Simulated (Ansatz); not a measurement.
Input of an Ansatz 0.2.0 run:

The input input.yaml:

```yaml
crystal:
  lattice:
    - [0.0, 2.425, 2.425]
    - [2.425, 0.0, 2.425]
    - [2.425, 2.425, 0.0]
  atoms:
    - { symbol: S, position: [0.75, 0.75, 0.75] }
    - { symbol: Be, position: [0.0, 0.0, 0.0] }
hamiltonian:
  xc: pbesol
  pseudopotentials: { kind: paw }
kpoints:
  mp_grid: { grid: [9, 9, 9] }
scf:
  occupations: { method: fermi_dirac, width: 0.05 }
output:
  forces: true
  stress: true
  eigenvalues: true
relax:
  f_tol: 0.01
  max_steps: 40
  cell: { stress_tol: 0.05 }
```

Potentials or basis: Ansatz PAW.

Command:

```sh
$ ansatz run input.yaml --threads 2 --pin off --max-ram 5632MiB --backend cpu --events-out ev --progress --plain --runs-dir out
```

(1) Estimate the space group after relaxing (to 0.05 Å).

(2) Estimate the relaxed cell.

(3) Predict the relaxed volume.

(4) Predict the band gap on the k mesh.

Results:

(1) F-43m (No. 216).

(2) a = 3.421 Å, b = 3.421 Å, c = 3.421 Å, α = 60.00°, β = 60.00°, γ = 60.00°.

(3) 14.15 Å³/atom.

(4) 3.01 eV, indirect (least direct gap 5.58 eV).

Caveat: odd divisions of the mesh miss points on the zone boundary, where band edges often lie, so the gap on the mesh can be too wide; the plane-wave basis is chosen anew once the cell has moved, so the energies of steps on either side of that aren't comparable; the PAW data sets come from PBE, with cores solved anew for the run's functional, which leaves a small shift of forces and pressure.
